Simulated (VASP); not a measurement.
# PbF2 (Fluorocronite): from the relaxed cell to its vibrations, part 2 of 2

What lattice, stiffness and vibrations does PbF2 (Fluorocronite) have at one level of theory? The starting structure is a measured crystal structure from the Crystallography Open Database. All runs use LDA.

VASP 6.6.1.

So far. Step 3 (Elastic constants): The elastic tensor has C11 = 126.0, C12 = 71.5, C44 = 25.3 GPa; its Hill averages are a bulk modulus of 89.7 and a shear modulus of 26.1 GPa. Step 4 (Modes of the relaxed cell): The zone-centre modes at 16.368 Å³ an atom are T2g 260.7, T1u 128.6 cm⁻¹.

The database entry behind the starting cell differs from later determinations by our own check (about 0.2 % short, mineral), so it need not match the best structure at ambient conditions.

## Step 5: Modes at 0.97 of that volume

Level of this step: LDA; plane waves and PAW (Pb_d, F) (VASP).

Shape and positions were first relaxed at this volume, in a run that isn't shown.

File INCAR:

```
SYSTEM = PbF2
PREC = Accurate
ENCUT = 560
EDIFF = 1E-08
NELM = 100
ISMEAR = 0
SIGMA = 0.03
LREAL = .FALSE.
ALGO = Normal
GGA = CA
NBANDS = 20
LORBIT = 11
LWAVE = .FALSE.
LCHARG = .FALSE.
KPAR = 4
IBRION = 8
LEPSILON = .TRUE.
LPEAD = .TRUE.
ISIF = 2
```

File POSCAR:

```
PbF2
1.0
    0.0000000000      2.8771082659      2.8771082659
    2.8771082659      0.0000000000      2.8771082659
    2.8771082659      2.8771082659      0.0000000000
Pb F
1 2
Direct
    0.0000000000      0.0000000000      0.0000000000
    0.7500000000      0.7500000000      0.7500000000
    0.2500000000      0.2500000000      0.2500000000
```

File KPOINTS:

```
Automatic mesh
0
Gamma
12 12 12
0 0 0
```

Potentials, in the order of the species: Pb_d and F (LDA family, release 64).

Launch:

```sh
mpirun -np 4 vasp_std
```

The program printed:

```text
[... set-up lines as in an earlier step ...]
 entering main loop
       N       E                     dE             d eps       ncg     rms          rms(c)
DAV:   1     0.309149841990E+03    0.30915E+03   -0.15520E+04  2908   0.172E+03
DAV:   2     0.109046828973E+02   -0.29825E+03   -0.28191E+03  3084   0.457E+02
DAV:   3    -0.167649595526E+02   -0.27670E+02   -0.27327E+02  3332   0.149E+02
DAV:   4    -0.175812694659E+02   -0.81631E+00   -0.81556E+00  3328   0.263E+01
[...]
DAV:  13    -0.159402345833E+02    0.30111E-06   -0.10682E-06  3936   0.144E-02    0.125E-03
DAV:  14    -0.159402345669E+02    0.16381E-07   -0.23286E-07  3784   0.514E-03    0.196E-04
DAV:  15    -0.159402345672E+02   -0.28513E-09   -0.13410E-08  2040   0.100E-03
   1 F= -.15940235E+02 E0= -.15940235E+02  d E =-.214999E-18
 Linear response reoptimize wavefunctions to high precision
DAV:   1    -0.159402345672E+02    0.13642E-10   -0.17601E-09  1968   0.642E-04
DAV:   2    -0.159402345672E+02   -0.43656E-10   -0.31546E-10  1792   0.175E-04
 Linear response to external field (no local field effect), progress :
[...]
RMM:  13    -0.331572137655E+00   -0.19559E-08   -0.12227E-08 10972   0.138E-04    0.131E-06
 first order change of Fermi-energy   0.28142E-01
 force on displaced ion       1 direction 1 :  -2.566   0.000   0.000
 Born effective charge ion    1 direction 1 :   3.274   0.000   0.000
 Linear response progress:
  Degree of freedom:   2/  2
       N       E                     dE             d eps       ncg     rms          rms(c)
RMM:   1    -0.539164671722E+00   -0.53916E+00    0.56357E-01 23299   0.427E+00
RMM:   2    -0.525678720132E+00    0.13486E-01   -0.18863E-02 16728   0.147E+00    0.748E-02
RMM:   3    -0.526938173448E+00   -0.12595E-02   -0.53239E-03 18950   0.681E-01    0.407E-02
RMM:   4    -0.528340921625E+00   -0.14027E-02   -0.13837E-03 19369   0.320E-01    0.101E-02
[...]
RMM:  13    -0.528259280239E+00    0.14666E-06   -0.81921E-10 20268   0.179E-04    0.139E-06
RMM:  14    -0.528259293815E+00   -0.13576E-07   -0.26613E-09 19603   0.943E-05    0.731E-07
RMM:  15    -0.528259284102E+00    0.97138E-08   -0.18464E-09 17032   0.611E-05    0.303E-07
 first order change of Fermi-energy  -0.41707E-01
 force on displaced ion       2 direction 1 :  -3.256  -0.000  -0.000
 Born effective charge ion    2 direction 1 :  -1.637   0.000   0.000
 Born effective charges drift removed
 Linear response finished
```

It took 2.9 min on 4 MPI ranks of Intel Xeon 6975P-C (Granite Rapids), shared host; peak memory 3.5 GiB; 11 min of CPU time.

From OUTCAR (step 5):

```text
  Total        0.8634214      0.8634214      0.8634214     -0.0000000     -0.0000000     -0.0000000
  in kB       29.0425536     29.0425536     29.0425536     -0.0000000     -0.0000000     -0.0000000
  external PRESSURE =      29.0425536 kB  Pullay stress =       0.0000000 kB

 POSITION                                       TOTAL-FORCE (eV/Angst)
 -----------------------------------------------------------------------------------
      0.00000      0.00000      0.00000         0.000000      0.000000      0.000000
      4.31566      4.31566      4.31566        -0.000000     -0.000000     -0.000000
      1.43855      1.43855      1.43855         0.000000      0.000000      0.000000
 -----------------------------------------------------------------------------------
    total drift:                                0.000000     -0.000000      0.000000

 MACROSCOPIC STATIC DIELECTRIC TENSOR (including local field effects in DFT)
 ------------------------------------------------------
           3.497387    -0.000000     0.000000
           0.000000     3.497387     0.000000
           0.000000    -0.000000     3.497387
 ------------------------------------------------------

 MACROSCOPIC STATIC DIELECTRIC TENSOR IONIC CONTRIBUTION
 ------------------------------------------------------
          15.976129     0.000000     0.000000
           0.000000    15.976129    -0.000000
           0.000000    -0.000000    15.976129
 ------------------------------------------------------

[... 1 part as in an earlier step ...]

[... 1 further part left out ...]
```

The zone-centre modes at 15.877 Å³ an atom are T2g 274.3, T1u 146.2 cm⁻¹.

## Step 6: Modes at 1.03 of that volume

Shape and positions were first relaxed at this volume, in a run that isn't shown.

INCAR is that of step 5.

File POSCAR:

```
PbF2
1.0
    0.0000000000      2.9352473292      2.9352473292
    2.9352473292      0.0000000000      2.9352473292
    2.9352473292      2.9352473292      0.0000000000
Pb F
1 2
Direct
    0.0000000000      0.0000000000      0.0000000000
    0.7500000000      0.7500000000      0.7500000000
    0.2500000000      0.2500000000      0.2500000000
```

KPOINTS is that of step 5.

Launch:

```sh
mpirun -np 4 vasp_std
```

The program printed:

```text
[... set-up lines as in an earlier step ...]
 entering main loop
       N       E                     dE             d eps       ncg     rms          rms(c)
DAV:   1     0.309351855516E+03    0.30935E+03   -0.15496E+04  2880   0.170E+03
DAV:   2     0.110886276351E+02   -0.29826E+03   -0.28261E+03  3120   0.450E+02
DAV:   3    -0.168455215343E+02   -0.27934E+02   -0.27538E+02  3384   0.148E+02
DAV:   4    -0.176825037943E+02   -0.83698E+00   -0.83632E+00  3308   0.263E+01
[...]
DAV:  13    -0.159467199247E+02    0.77239E-06   -0.33803E-06  3968   0.198E-02    0.109E-03
DAV:  14    -0.159467199249E+02   -0.21100E-09   -0.28082E-07  3268   0.490E-03    0.215E-04
DAV:  15    -0.159467199251E+02   -0.21555E-09   -0.39449E-09  2036   0.603E-04
   1 F= -.15946720E+02 E0= -.15946720E+02  d E =-.283364E-18
 Linear response reoptimize wavefunctions to high precision
DAV:   1    -0.159467199252E+02   -0.92314E-10   -0.12459E-09  2096   0.608E-04
DAV:   2    -0.159467199252E+02   -0.18190E-11   -0.30710E-10  1792   0.183E-04
 Linear response to external field (no local field effect), progress :
[...]
RMM:  13    -0.332400387306E+00   -0.82600E-08   -0.12288E-08 10963   0.140E-04    0.138E-06
 first order change of Fermi-energy  -0.82125E-04
 force on displaced ion       1 direction 1 :  -1.420   0.000   0.000
 Born effective charge ion    1 direction 1 :   3.219   0.000   0.000
 Linear response progress:
  Degree of freedom:   2/  2
       N       E                     dE             d eps       ncg     rms          rms(c)
RMM:   1    -0.538215951605E+00   -0.53822E+00    0.56820E-01 23159   0.422E+00
RMM:   2    -0.526207728123E+00    0.12008E-01   -0.18205E-02 16971   0.137E+00    0.722E-02
RMM:   3    -0.527363927180E+00   -0.11562E-02   -0.47325E-03 18910   0.643E-01    0.397E-02
RMM:   4    -0.528701999087E+00   -0.13381E-02   -0.12350E-03 19202   0.305E-01    0.100E-02
[...]
RMM:  13    -0.528617893710E+00    0.15822E-06    0.23590E-09 20538   0.178E-04    0.182E-06
RMM:  14    -0.528617925379E+00   -0.31670E-07    0.75899E-10 20206   0.960E-05    0.735E-07
RMM:  15    -0.528617920305E+00    0.50741E-08    0.10613E-09 17121   0.599E-05    0.200E-07
 first order change of Fermi-energy   0.25420E-04
 force on displaced ion       2 direction 1 :  -2.503  -0.000  -0.000
 Born effective charge ion    2 direction 1 :  -1.609   0.000   0.000
 Born effective charges drift removed
 Linear response finished
```

Elapsed: 2.7 min, on 4 MPI ranks; peak memory 3.7 GiB; 9.7 min of CPU time.

From OUTCAR (step 6):

```text
  Total       -0.7685127     -0.7685127     -0.7685127      0.0000000     -0.0000000      0.0000000
  in kB      -24.3443122    -24.3443122    -24.3443122      0.0000000     -0.0000000      0.0000000
  external PRESSURE =     -24.3443122 kB  Pullay stress =       0.0000000 kB

 POSITION                                       TOTAL-FORCE (eV/Angst)
 -----------------------------------------------------------------------------------
      0.00000      0.00000      0.00000        -0.000000      0.000000      0.000000
      4.40287      4.40287      4.40287        -0.000000     -0.000000     -0.000000
      1.46762      1.46762      1.46762         0.000000      0.000000      0.000000
 -----------------------------------------------------------------------------------
    total drift:                                0.000000     -0.000000      0.000000

 MACROSCOPIC STATIC DIELECTRIC TENSOR (including local field effects in DFT)
 ------------------------------------------------------
           3.430856    -0.000000     0.000000
           0.000000     3.430856     0.000000
          -0.000000    -0.000000     3.430856
 ------------------------------------------------------

 MACROSCOPIC STATIC DIELECTRIC TENSOR IONIC CONTRIBUTION
 ------------------------------------------------------
          25.971192    -0.000000     0.000000
          -0.000000    25.971192     0.000000
           0.000000     0.000000    25.971192
 ------------------------------------------------------

[... 1 part as in an earlier step ...]

[... 1 further part left out ...]
```

The zone-centre modes at 16.859 Å³ an atom are T2g 247.6, T1u 110.4 cm⁻¹.

## Step 7: Comparison

```
                         run  volume (Å³/atom)    T2g    T1u  core minutes
                  relaxation            16.368      -      -         0.253
           elastic constants            16.368      -      -          22.5
   modes of the relaxed cell            16.368  260.7  128.6          11.3
modes at 0.97 of that volume            15.877  274.3  146.2          11.5
modes at 1.03 of that volume            16.859  247.6  110.4          10.7
```

Modes are in cm⁻¹, degenerate ones as one, matched by symmetry and order. A number in brackets counts the listed modes of one symmetry from the lowest. The symmetry labels come from an automatic analysis and can be wrong where levels nearly coincide. Core minutes are wall time times ranks of the run shown, on a shared host.

## Step 8: Outcome

| Quantity | Value |
| --- | --- |
| relaxed volume | 16.37 Å³/atom |
| bulk modulus from two volumes | 89.5 GPa |
| Hill shear modulus | 26.1 GPa |
| mode T2g | 260.7 cm⁻¹ |
| mode T1u | 128.6 cm⁻¹ |
| Grüneisen parameter of T2g | 1.70 |
| Grüneisen parameter of T1u | 4.68 |

In words: At the LDA level PbF2 (Fluorocronite) relaxes to 16.37 Å³ an atom. The bulk modulus is 89.5 GPa from the pressures at two volumes and 89.7 GPa as the Hill average of the elastic tensor, so the two routes agree. The mode Grüneisen parameters, from the cells at 0.97 and 1.03 of the volume, run from 1.70 (T2g) to 4.68 (T1u). The dielectric constants and Born charges in the logs aren't compared here; at a small gap they can be far off, and in a run without a gap they mean nothing. The frequencies are harmonic, and the splitting of polar modes by their long-range field is left out. All values are for a static lattice. Further runs on this material are not shown.

[Lines on the potential files, build, host, timing and source positions are cut from VASP's logs without a mark.]

[Logs are printed without paths, hosts, clocks, repeated set-up lines and the standing remarks that a program may print on its own settings, such as how far it seeks lower states.]

[Hosts, paths, dates, database ids (printed as entryN), source tags and the programs' standing remarks are cut or masked in the printed files.]
